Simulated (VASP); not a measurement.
A run of VASP 6.6.1 is set up as follows.

INCAR

```
PREC     = Accurate       # precision mode
ENCUT    = 600            # plane-wave cutoff, eV
EDIFF    = 1E-6           # SCF threshold, eV
ISMEAR   = 0              # smearing method
SIGMA    = 0.1            # smearing width, eV
LREAL    = False          # projectors in reciprocal space
LASPH    = True           # aspherical terms in the spheres
NELM     = 80             # most SCF steps
ALGO     = Fast           # electronic algorithm
ISIF     = 3              # what is computed and relaxed
LWAVE    = False          # write WAVECAR
LCHARG   = False          # write CHGCAR
GGA      = PE             # functional
IBRION   = 2              # ionic algorithm
NSW      = 100            # ionic steps
EDIFFG   = -0.005         # ionic threshold
```

KPOINTS

```
regular mesh
0
Gamma
  18 18 18
```

The input POSCAR:

```
SiC
1.0
    0.0000000000      2.0292951385      2.0292951385
    2.0292951385      0.0000000000      2.0292951385
    2.0292951385      2.0292951385      0.0000000000
Si C
1 1
Direct
    0.0000000000      0.0000000000      0.0000000000
    0.5000000000      0.5000000000      0.5000000000
```

Potentials or basis: VASP PAW PBE potentials, release 64 (Si, C).

The run is started by

```bash
$ cat potpaw_PBE.64/Si/POTCAR potpaw_PBE.64/C/POTCAR > POTCAR
$ mpirun -np 1 vasp_std > vasp.out
```

**Question.** Predict the space group after relaxing (to 0.05 Å).

**Answer.** Fm-3m (No. 225).

**Question.** Estimate the band gap on the k mesh.

**Answer.** None (metal or under the smearing width).

Final structure:
```cif
data_structure
_symmetry_space_group_name_H-M 'P 1'
_symmetry_Int_Tables_number 1
_cell_length_a 2.8689
_cell_length_b 2.8689
_cell_length_c 2.8689
_cell_angle_alpha 60.000
_cell_angle_beta 60.000
_cell_angle_gamma 60.000
_cell_volume 16.70
loop_
_atom_site_label
_atom_site_type_symbol
_atom_site_fract_x
_atom_site_fract_y
_atom_site_fract_z
_atom_site_occupancy
Si1 Si 0.00000 0.00000 0.00000 1
C1 C 0.50000 0.50000 0.50000 1
```
